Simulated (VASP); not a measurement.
# CdS in VASP 6.6.1, single-point calculation

INCAR

```
LMAXMIX = 4
LDAUU = 6.0 0
NBANDS = 49
LREAL = .FALSE.
ISIF = 2
LDAUJ = 0 0
LDAUL = 2 -1
ENCUT = 600
LCHARG = .FALSE.
IBRION = -1
LDAU = .TRUE.
NSW = 0
GGA = PE
LDAUTYPE = 2
NELM = 120
ISMEAR = -1
LASPH = .TRUE.
EDIFF = 1E-7
SIGMA = 0.02
LWAVE = .FALSE.
PREC = Accurate
```

KPOINTS

```
KPOINTS created by Atomic Simulation Environment
0
Gamma
8 8 8
0 0 0
```

POSCAR

```
Cd S
 1.0000000000000000
     0.0000000000000000    2.8898377815999998    2.8898377815999998
     2.8898377815999998    0.0000000000000000    2.8898377815999998
     2.8898377815999998    2.8898377815999998    0.0000000000000000
 Cd  S
   1   1
Cartesian
  0.0000000000000000  0.0000000000000000  0.0000000000000000
  2.8898377816000003  2.8898377816000003  2.8898377816000003
```

The recommended PBE PAW datasets give the neutral cell 18 valence electrons.

Command

```
mpirun -np 1 vasp_std
```

Question: How does this run end, and what does it give?

Answer: It converged. Results: gap between bands v and c on the k mesh 0.47 eV; least direct gap on the k mesh 0.79 eV; pressure -8.4 GPa. Band v is the last that the valence electrons fill when counted band by band, and c is the next.

OSZICAR

```
N       E                     dE             d eps       ncg     rms          rms(c)
DAV:   1     0.164546994829E+03    0.16455E+03   -0.74871E+03  2906   0.379E+02
DAV:   2     0.703500079248E+01   -0.15751E+03   -0.13492E+03  3237   0.133E+02
DAV:   3    -0.539935309341E+01   -0.12434E+02   -0.12224E+02  3458   0.381E+01
DAV:   4    -0.547918773780E+01   -0.79835E-01   -0.79810E-01  3332   0.303E+00
DAV:   5    -0.547930349642E+01   -0.11576E-03   -0.11576E-03  3404   0.112E-01    0.627E+00
DAV:   6    -0.494546313230E+01    0.53384E+00   -0.29146E-01  3643   0.318E+00    0.502E+00
DAV:   7    -0.495170449176E+01   -0.62414E-02   -0.48816E-02  3476   0.771E-01    0.291E+00
DAV:   8    -0.496252178174E+01   -0.10817E-01   -0.19351E-02  3223   0.522E-01    0.330E-01
DAV:   9    -0.496266815169E+01   -0.14637E-03   -0.18115E-04  3540   0.879E-02    0.171E-01
DAV:  10    -0.496284872752E+01   -0.18058E-03   -0.17906E-04  3260   0.463E-02    0.351E-02
DAV:  11    -0.496284553954E+01    0.31880E-05   -0.49822E-06  3372   0.654E-03    0.602E-03
DAV:  12    -0.496284590324E+01   -0.36370E-06   -0.93963E-07  3305   0.272E-03    0.618E-03
DAV:  13    -0.496284583961E+01    0.63626E-07   -0.12384E-08  2540   0.312E-04
   1 F= -.49628458E+01 E0= -.49628458E+01  d E =-.158251E-06
```

For comparison, a separate PBE run of the intended cell, on usual settings and not on those above, gives a gap of 0.19 eV on its mesh and a pressure of -7.4 GPa.
